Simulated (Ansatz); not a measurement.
All numbers below come from DFT PBE, scalar-relativistic, plane waves, PAW (Ansatz 0.2.0). Cutoff 420 eV, Γ-centred meshes of about 0.25 Å⁻¹ or finer for metals and 0.3 Å⁻¹ for insulators (2π included), Gaussian smearing. No spin polarisation.

Temperature and zero-point effects are left out.

Two relaxed structures of BaTe:

A.

```
Ba Te
1.0
     4.80828    0.00000    0.00000
    -2.40414    4.16409    0.00000
     0.00000    0.00000    4.40975
Ba Te
1 1
Direct
  0.00000 0.00000 0.00000
  0.33333 0.66667 0.50000
```

B.

```
Ba Te
1.0
     2.27825   -6.67718    0.00000
     2.27825    6.67718    0.00000
     0.00000    0.00000    5.41837
Ba Te
2 2
Direct
  0.87951 0.12049 0.25000
  0.12049 0.87951 0.75000
  0.61957 0.38043 0.25000
  0.38043 0.61957 0.75000
```

Question: Which form is favoured at zero pressure, and by what margin per atom?

Answer: B is lower, by 7 meV/atom. A has the tungsten carbide type, space group P-6m2 (No. 187), 44.1 Å³/atom and a gap of 1.52 eV on its mesh; B has space group Cmcm (No. 63), 41.2 Å³/atom and a gap of 1.36 eV. Counting Te atoms around Ba (those within 1.25 times the shortest such distance or 1.15 times the sum of covalent radii, 1.27 where that leaves under three; a plus sign parts nearer from farther groups), A has Ba 6 and B has Ba 5+2. The denser one is the lower, and pressure would at first widen the difference. In A, Ba has 6 Te at 3.55 Å; Te is surrounded by 6 Ba at 3.55 Å. In B, around Ba lie 5 Te at 3.47–3.54 Å and 2 Te at 3.93 Å; Te is surrounded by 5 Ba at 3.47–3.54 Å and 2 Ba at 3.93 Å. Both come from trial cells of a structure search, whose lowest cell (rock salt type, Fm-3m, 44.1 Å³/atom) lies 111 meV/atom below the lower of the two. The part of the Crystallography Open Database at hand lists BaTe in space group No. 225, which no cell shown has.

Spin–orbit coupling, which can matter for Te, is left out. Kohn–Sham gaps at this level usually fall short of measured ones. The missing spin–orbit coupling can work the other way here. Cells relaxed within their symmetry can be saddle points. Some candidate types were left out of the draw beforehand, so a known form may be missing.
